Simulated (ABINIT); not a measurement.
# BN: band structure with LDA

Crystal: BN.

```xyz
4
Lattice="2.4982 0.0000 0.0000 -1.2491 2.1635 0.0000 0.0000 0.0000 6.6357" Properties=species:S:1:pos:R:3 pbc="T T T"
N     1.2491    0.7212    1.6589
N     0.0000    1.4424    4.9768
B     1.2491    0.7212    4.9768
B     0.0000    1.4424    1.6589
```

- Program: ABINIT 10.8.3 (patched build)
- Task: band structure
- Functional: LDA
- Potentials or basis: PseudoDojo NC SR LDA v0.4.1 standard
- Cutoff: 1143 eV
- k mesh: 12 × 12 × 4
- Occupations: fermi-dirac, width 0.05 eV
- Spin: no spin polarisation

```
Pressure                                          : -2.9 GPa
Band gap on the k mesh                            : 4.13 eV, indirect (least direct gap 4.55 eV)
Band gap along the path                           : 4.09 eV, indirect (least direct gap 4.55 eV)
All electrons inside the program's atomic spheres : N 5.76; B 3.55
```

Stress tensor (GPa, compression positive):
```
-4.04  0.00  0.00
 0.00 -4.04  0.00
 0.00  0.00 -0.58
```

Levels at the corners of the path, in eV from the valence-band top:
```csv
point,band 6,band 7,band 8,band 9,band 10,band 11
Γ,-1.37,-1.34,-1.34,4.94,10.01,11.55
M,-4.16,-1.52,-0.47,4.09,5.54,9.56
K,-7.10,-0.12,-0.12,4.74,4.74,10.42
Γ,-1.37,-1.34,-1.34,4.94,10.01,11.55
A,-1.36,-1.36,-1.36,7.35,7.35,11.62
L,-4.19,-0.98,-0.98,4.58,4.58,10.02
H,-7.11,-0.04,-0.04,4.51,4.51,11.65
A,-1.36,-1.36,-1.36,7.35,7.35,11.62
```

It took 110 s on 1 thread of Arm Neoverse V2 (shared host), peak memory 0.14 GiB.
